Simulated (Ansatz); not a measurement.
Runs of Ansatz 0.2.0 on Al. Symmetry: Fm-3m, No. 225, cubic system. Conventional cell: a = 4.050 Å, b = 4.050 Å, c = 4.050 Å, α = 90.00°, β = 90.00°, γ = 90.00°. Al (site symmetry m-3m) is surrounded by 12 Al at 2.86 Å. 

| task | level | cell | k mesh | cutoff (eV) | mesh quality | gap on the mesh (eV) | pressure (GPa) | relaxed volume (Å³/atom) |
| --- | --- | --- | --- | --- | --- | --- | --- | --- |
| projected density of states | r2SCAN0 | as given | 6 × 6 × 6 | 500 | coarse | none | -2.8 | - |
| projected density of states | HSE06 | as given | 6 × 6 × 6 | 420 | coarse | none | -1.0 | - |
| relaxation of cell and atoms | PBEsol+D3(BJ) | relaxed | 11 × 11 × 11 | 420 | not flagged | none | 0.0 | 15.59 |
| projected density of states | r2SCAN | as given | 6 × 6 × 6 | 500 | coarse | none | (c) | - |
| projected density of states | PBEsol | as given | 6 × 6 × 6 | 420 | coarse | none | (a) | - |
| relaxation of cell and atoms | PBEsol+D3(BJ)-ATM | relaxed | 11 × 11 × 11 | 420 | not flagged | none | 0.0 | 15.66 |
| relaxation of cell and atoms | PBEsol+D4 | relaxed | 11 × 11 × 11 | 420 | not flagged | none | 0.0 | (b) |
| projected density of states | revPBE | as given | 6 × 6 × 6 | 420 | coarse | none | 1.1 | - |

Alike in all rows: potentials or basis Ansatz PAW; no spin polarisation; smearing fermi-dirac 0.05 eV.

Problem. Fill in the values left out.

Solution. (a) -1.5; (b) 15.84; (c) -3.0.

Caveats: some runs use coarse meshes; the PAW data sets come from PBE, with cores solved anew for the run's functional, which leaves a small shift of forces and pressure; the density of states is complete only up to the lowest level of the last band computed (some runs); the plane-wave basis is chosen anew once the cell has moved, so the energies of steps on either side of that aren't comparable (some runs); pairwise dispersion overbinds metals, which lowers pressure and volume (some runs); the thresholds are loose for stress (some runs).

A gap of «none» marks a metal or a gap under the smearing width.
